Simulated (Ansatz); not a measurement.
A relaxed cell of Ge is given with its symmetry left out. The cell was found from a structure generator's guess, not taken from experiment.

Theory: Ansatz, DFT PBE, scalar-relativistic, plane waves, PAW. Cutoff 420 eV, Γ-centred mesh, Gaussian smearing, no spin polarisation.

```
Ge
1.0
     3.90954    0.00000    0.00000
    -1.95477    3.38576    0.00000
     0.00000    0.00000   10.50534
Ge
6
Direct
  0.00000 0.00000 0.50000
  0.00000 0.00000 0.00000
  0.66667 0.33333 0.37102
  0.33333 0.66667 0.62898
  0.33333 0.66667 0.87102
  0.66667 0.33333 0.12898
```

Energies count from the standard state of Ge at the same level.

Question: Find its symmetry and describe it.

Answer: P6_3/mmc (No. 194). Conventional cell: a = 3.910 Å, c = 10.505 Å. Around Ge on a site of symmetry -3m lie 6 Ge at 2.63 Å; Ge on a site of symmetry 3m has 4 Ge at 2.54–2.63 Å.

Question: How far does it lie from the standard state of Ge?

Answer: +0.31 eV/atom. It lies above the standard state, so it could only be metastable.

Question: Is it a metal?

Answer: Yes, bands cross the Fermi level on the 12×12×4 mesh.

Question: From what recipe could a structure generator have reached it?

Answer: One such recipe: 4-, 6-connected net of one element (P6_3/mmc, No. 194). Other recipes can lead to the same cell.

The last run used a 12×12×4 mesh (in the run's order of axes) for its 6-atom cell and Gaussian smearing of 0.10 eV. Symmetry constrained the relaxation, so the result can be a saddle point. Another cell of Ge relaxed alike, in Pmma, lies 180 meV/atom lower, so this cell isn't the stable form at this level.
